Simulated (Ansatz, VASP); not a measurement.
# One calculation of C, two programs

```xyz
2
Lattice="1.2427 0.7175 3.3893 -1.2427 0.7175 3.3893 0.0000 -1.4350 3.3893" Properties=species:S:1:pos:R:3 pbc="T T T"
C     0.0000    0.0000    1.6173
C     0.0000    0.0000    8.5506
```

Change from the starting cell: mode 4 frozen in at -0.076 Å, equal normal strain along x, y and z +0.0083.

Alike in both runs: task single point; functional PBE; dispersion D3(BJ); k mesh 15 × 15 × 15; occupations gaussian, width 0.05 eV; no spin polarisation.

|  | VASP | Ansatz |
| --- | --- | --- |
| version | VASP 6.6.1 | Ansatz 0.2.0 |
| potentials or method | VASP PAW PBE potentials, release 64 (C) | scalar-relativistic, plane waves, PAW |
| plane-wave cutoff (eV) | 520 | 520 |
| valence electrons in the cell | 8 | 8 |

VASP gave:

| Quantity | Value |
| --- | --- |
| gap on the k mesh at the Fermi level (eV) | 0.89 |
| least direct gap on the mesh (eV) | 0.89 |
| pressure (GPa) | -7.7 |
| largest component of the traceless stress (GPa) | 3.46 |
| rms of the force components (eV/Å) | 1.463 |

**Question.** What did Ansatz give for the same quantities?

**Answer.** gap on the k mesh at the Fermi level (eV): 0.89; least direct gap on the mesh (eV): 0.89; pressure (GPa): -8.1; largest component of the traceless stress (GPa): 3.95; rms of the force components (eV/Å): 1.468.

Atom by atom the forces differ by 0.005 eV/Å (rms over components).

Caveats: an odd mesh through Γ misses points on the zone boundary, where band edges often lie; forces of over 1 eV/Å show positions far from the minimum, so gaps and moduli don't describe the material at rest.
